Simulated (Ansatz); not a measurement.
# InSb: LAPW beside PAW

The same cell of InSb is computed with LAPW, all electrons, PAW on the default files and all-electron PAW on datasets made for the crystal, to set the results side by side.

Method: DFT PBE, scalar-relativistic, in Ansatz 0.2.0.

### 1 The system as given

Symmetry: Pmmn, No. 59, orthorhombic system. Conventional cell: a = 5.357 Å, b = 5.712 Å, c = 3.063 Å, α = 90.00°, β = 90.00°, γ = 90.00°. Around In (site symmetry mm2) lie 4 Sb at 2.73 to 2.90 Å and 2 In at 3.06 Å. Around Sb (site symmetry mm2) lie 4 In at 2.73 to 2.90 Å and 2 Sb at 3.06 Å.

Coordinates:

```cif
data_structure
_symmetry_space_group_name_H-M 'Pmmn:1'
_symmetry_Int_Tables_number 59
_cell_length_a 5.3570
_cell_length_b 5.7120
_cell_length_c 3.0630
_cell_angle_alpha 90.000
_cell_angle_beta 90.000
_cell_angle_gamma 90.000
_cell_volume 93.73
loop_
_atom_site_label
_atom_site_type_symbol
_atom_site_symmetry_multiplicity
_atom_site_Wyckoff_symbol
_atom_site_fract_x
_atom_site_fract_y
_atom_site_fract_z
_atom_site_occupancy
In1 In 2 a 0.00000 0.00000 0.00000 1
Sb1 Sb 2 b 0.50000 0.00000 0.83500 1
```

The file gives the conventional cell by its symmetry; the runs use the cell typed in the input.

The cell comes from a crystallographic database entry that wasn't checked; take it as a given geometry, which may be far from equilibrium.

Atoms are numbered in the order of the input: In1, In2, Sb3, Sb4.

### 2 LAPW, all electrons

File input.yaml:

```yaml
crystal:
  lattice:
    - [5.357, 0.0, 0.0]
    - [0.0, 5.712, 0.0]
    - [0.0, 0.0, 3.063]
  atoms:
    - { symbol: In, position: [0.0, 0.0, 0.0] }
    - { symbol: In, position: [0.5, 0.5, 0.0] }
    - { symbol: Sb, position: [0.5, 0.0, 0.835] }
    - { symbol: Sb, position: [0.0, 0.5, 0.165] }
kpoints:
  mp_grid: { grid: [8, 7, 13] }
  band_path:
    path:
      - [0.0, 0.0, 0.0]
      - [0.5, 0.0, 0.0]
      - [0.5, 0.5, 0.0]
      - [0.0, 0.5, 0.0]
      - [0.0, 0.0, 0.0]
      - [0.0, 0.0, 0.5]
      - [0.5, 0.0, 0.5]
      - [0.5, 0.5, 0.5]
      - [0.0, 0.5, 0.5]
    npoints: 8
scf:
  occupations: { method: fermi_dirac, width: 0.03 }
hamiltonian:
  xc: pbe
  pseudopotentials: { kind: all_electron, lapw: { basis_error: 0.001 } }
output:
  forces: true
  stress: true
  eigenvalues: true
  populations: true
  dos: { projected: true, de: 0.2, e_range: [-14, 8] }
```

### 3 PAW on the default files

Changes to input.yaml since step 2:

```diff
@@ -28,3 +28,3 @@
   xc: pbe
-  pseudopotentials: { kind: all_electron, lapw: { basis_error: 0.001 } }
+  pseudopotentials: { kind: paw }
 output:
@@ -33,3 +33,5 @@
   eigenvalues: true
+  efg: { contact_densities: true }
   populations: true
+  bader: true
   dos: { projected: true, de: 0.2, e_range: [-14, 8] }
```

### 4 All-electron PAW on datasets made for the crystal

Changes to input.yaml since step 3:

```diff
@@ -28,3 +28,3 @@
   xc: pbe
-  pseudopotentials: { kind: paw }
+  pseudopotentials: { kind: all_electron, datasets: crystal }
 output:
@@ -34,4 +34 @@
   efg: { contact_densities: true }
-  populations: true
-  bader: true
-  dos: { projected: true, de: 0.2, e_range: [-14, 8] }
```

(Steps that only read results are left out.)

What does the calculation give? Wanted: pressure; gap; largest force; Bader charges.

As calculated:

| quantity | value |
| --- | --- |
| pressure | LAPW 17.63, PAW 17.63, crystal datasets 17.63 GPa |
| gap (LAPW) | none |
| largest force | LAPW 0.758, PAW 0.758, crystal datasets 0.758 eV/Å |
| Bader charges (PAW) | In1 +0.27, Sb3 -0.27 e |

What this shows: At this geometry the cell is under compression of 17.6 GPa, so it would expand if let go. There is no gap at this level; the crystal is a metal here. Within 0.3 eV of the Fermi level the largest projected share is Sb 5p (42 %). The projection holds only the free atom's occupied shells (In 5s, In 5p, Sb 5s, Sb 5p in this range). The field gradient at Sb3, the largest by crystal datasets, is 14.32 by PAW and 14.41 by crystal datasets (10²¹ V/m²), within 5 %. Spin–orbit coupling is left out, which moves gradients at and beside heavy atoms by some per cent and at worst by a factor of two. PAW lies less than 0.01 GPa from LAPW in pressure. The forces differ by at most 1 meV/Å in a component, on a largest force of 0.758 eV/Å. The price, with the outputs that each input asks for: 3.7 min for LAPW against 80 s for PAW, about 2.8 to one. Spin-orbit coupling is left out, though the cell holds Sb; in elements this heavy it can shift bands and gaps by tenths of an eV.
